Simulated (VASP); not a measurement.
## SnO2 in VASP 6.6.1, single-point calculation

INCAR

```
ISIF = 2
SIGMA = 0.01
NBANDS = 20
METAGGA = R2SCAN
LREAL = .FALSE.
ISYM = -1
NELMDL = 0
NSW = 0
LASPH = .TRUE.
LWAVE = .FALSE.
LCHARG = .FALSE.
ENCUT = 520
PREC = Accurate
IBRION = -1
NELM = 120
ISMEAR = 0
ALGO = Normal
EDIFF = 1E-7
```

KPOINTS

```
KPOINTS created by Atomic Simulation Environment
0
Monkhorst-Pack
4 4 4
0 0 0
```

POSCAR

```
Sn O
 1.0000000000000000
    -0.0000000000000000    2.5334669702819435    2.5334669702819435
     2.5334669702819435   -0.0000000000000000    2.5334669702819435
     2.5334669702819435    2.5334669702819435   -0.0000000000000000
 Sn  O
   1   2
Cartesian
  0.0000000000000000  0.0000000000000000  0.0000000000000000
  1.2667334851409717  1.2667334851409717  1.2667334851409717
  3.8002004554229152  3.8002004554229152  3.8002004554229152
```

The recommended PBE PAW datasets give the neutral cell 26 valence electrons.

Command

```
mpirun -np 1 vasp_std
```

OSZICAR

```
N       E                     dE             d eps       ncg     rms          rms(c)
DAV:   1     0.212522171933E+03    0.21252E+03   -0.13859E+04  2848   0.208E+03
DAV:   2    -0.252108444167E+02   -0.23773E+03   -0.22468E+03  2700   0.511E+02
DAV:   3    -0.503301921327E+02   -0.25119E+02   -0.24853E+02  2900   0.138E+02
DAV:   4    -0.509921260892E+02   -0.66193E+00   -0.66140E+00  2912   0.231E+01
DAV:   5    -0.510075577569E+02   -0.15432E-01   -0.15431E-01  3336   0.361E+00    0.107E+01
DAV:   6    -0.413241220393E+02    0.96834E+01   -0.66129E+00  3684   0.589E+01    0.435E+00
DAV:   7    -0.414574318083E+02   -0.13331E+00   -0.11955E+00  2956   0.959E+00    0.241E+00
DAV:   8    -0.414946022888E+02   -0.37170E-01   -0.15894E-01  3764   0.624E+00    0.672E-01
DAV:   9    -0.414831325995E+02    0.11470E-01   -0.58676E-02  4004   0.407E+00    0.146E-01
DAV:  10    -0.414834321207E+02   -0.29952E-03   -0.43636E-03  2836   0.556E-01    0.866E-02
DAV:  11    -0.414835230268E+02   -0.90906E-04   -0.10723E-03  2916   0.309E-01    0.559E-02
DAV:  12    -0.414834877270E+02    0.35300E-04   -0.70829E-05  3332   0.777E-02    0.281E-02
DAV:  13    -0.414834768288E+02    0.10898E-04   -0.63071E-05  3152   0.642E-02    0.133E-03
DAV:  14    -0.414834768754E+02   -0.46652E-07   -0.16495E-06  2884   0.111E-02    0.220E-03
DAV:  15    -0.414834769263E+02   -0.50895E-07   -0.49332E-08  1804   0.398E-03
   1 F= -.41483477E+02 E0= -.41483477E+02  d E =-.400162E-31
```

Standard output (part)

```
POSCAR found type information on POSCAR SnO
 POSCAR found :  2 types and       3 ions
 LDA part: xc-table for (None), standard interpolation
 POSCAR, INCAR and KPOINTS ok, starting setup
 WAVECAR not read
 WARNING: random wavefunctions but no delay for mixing, default for NELMDL
 entering main loop
```

From OUTCAR

```
k-points           NKPTS =     64   k-points in BZ     NKDIM =     64   number of bands    NBANDS=     20

   NELECT =      26.0000    total number of electrons

   dimension x,y,z NGX =    28 NGY =   28 NGZ =   28
   dimension x,y,z NGXF=    56 NGYF=   56 NGZF=   56

  energy-cutoff  :      520.00
  volume of cell :       32.52
      direct lattice vectors                 reciprocal lattice vectors
     0.000000000  2.533466970  2.533466970    -0.197358010  0.197358010  0.197358010
     2.533466970  0.000000000  2.533466970     0.197358010 -0.197358010  0.197358010
     2.533466970  2.533466970  0.000000000     0.197358010  0.197358010 -0.197358010

 k-points in reciprocal lattice and weights: KPOINTS created by Atomic Simulation Env
   0.12500000  0.12500000  0.12500000       0.016
   0.37500000  0.12500000  0.12500000       0.016
  -0.37500000  0.12500000  0.12500000       0.016
  -0.12500000  0.12500000  0.12500000       0.016
   0.12500000  0.37500000  0.12500000       0.016
   0.37500000  0.37500000  0.12500000       0.016
  -0.37500000  0.37500000  0.12500000       0.016
  -0.12500000  0.37500000  0.12500000       0.016
   ...

 E-fermi :   7.5325

 k-point     1 :       0.1250    0.1250    0.1250
  band No.  band energies     occupation
      1     -13.5325      2.00000
      2     -13.4293      2.00000
      3     -13.4293      2.00000
      4     -13.2549      2.00000
      5     -13.2549      2.00000
      6     -12.8138      2.00000
      7      -9.0753      2.00000
      8       4.1435      2.00000
      9       4.5976      2.00000
     10       4.5976      2.00000
     11       5.4512      2.00000
     12       6.1573      2.00000
     13       6.1573      2.00000
     14       9.8022      0.00000
     15      15.3948      0.00000
     16      16.0029      0.00000
     17      16.0029      0.00000
     18      22.7719      0.00000
     19      24.0107      0.00000
     20      24.0107      0.00000

 k-point     2 :       0.3750    0.1250    0.1250
  band No.  band energies     occupation
      1     -13.8115      2.00000
      2     -13.4909      2.00000
      3     -13.3856      2.00000
      4     -13.2607      2.00000
      5     -13.2481      2.00000
      6     -11.8606      2.00000
      7      -9.2250      2.00000
      8       2.0687      2.00000
      9       4.0004      2.00000
     10       4.1228      2.00000
     11       4.7387      2.00000
     12       5.3898      2.00000
     13       6.7254      2.00000
     14      12.1581      0.00000
     15      15.5391      0.00000
     16      17.4855      0.00000
     17      18.1905      0.00000
     18      22.9063      0.00000
     19      24.0064      0.00000
     20      26.4669      0.00000

 k-point     3 :      -0.3750    0.1250    0.1250
  band No.  band energies     occupation
      1     -14.0134      2.00000
      2     -13.4710      2.00000
      3     -13.3669      2.00000
      4     -13.2586      2.00000
      5     -13.2249      2.00000
      6     -10.8294      2.00000
      7      -9.8567      2.00000
      8       1.2569      2.00000
      9       3.2834      2.00000
     10       3.6608      2.00000
     11       4.8155      2.00000
     12       6.0384      2.00000
     13       6.1066      2.00000
     14      13.1060      0.00000
     15      16.3787      0.00000
     16      18.8402      0.00000
     17      19.3923      0.00000
     18      21.7486      0.00000
     19      24.2318      0.00000
     20      26.5717      0.00000

 ...

  Total        0.2875731      0.2875738      0.2875722     -0.0042328     -0.0042298     -0.0042285
  in kB       14.1671692     14.1672030     14.1671266     -0.2085264     -0.2083818     -0.2083132
  external PRESSURE =      14.1671663 kB  Pullay stress =       0.0000000 kB

 POSITION                                       TOTAL-FORCE (eV/Angst)
 -----------------------------------------------------------------------------------
      0.00000      0.00000      0.00000        -0.000003      0.000001     -0.000000
      1.26673      1.26673      1.26673         0.001340      0.001340      0.001340
      3.80020      3.80020      3.80020        -0.001337     -0.001341     -0.001340
 -----------------------------------------------------------------------------------
    total drift:                               -0.000000      0.000000     -0.000002

  FREE ENERGIE OF THE ION-ELECTRON SYSTEM (eV)
  ---------------------------------------------------
  free  energy   TOTEN  =       -41.4834769263 eV

  energy  without entropy=      -41.4834769263  energy(sigma->0) =      -41.48347693
```

It converged. Results: gap between bands v and c on the k mesh 2.35 eV; least direct gap on the k mesh 3.64 eV; pressure 1.4 GPa. Band v is the last that the valence electrons fill when counted band by band, and c is the next.

These settings aren't sound, so the numbers aren't properties of the crystal. The shifted mesh misses Γ, so a band edge there is missed.

On sound settings r²SCAN gives a gap of 0.86 eV on its mesh and a pressure of 1.4 GPa for the intended cell.

The run took about 2.2 min on one core of a shared host (Intel Xeon Platinum 8488C) and held 0.19 GiB at most.
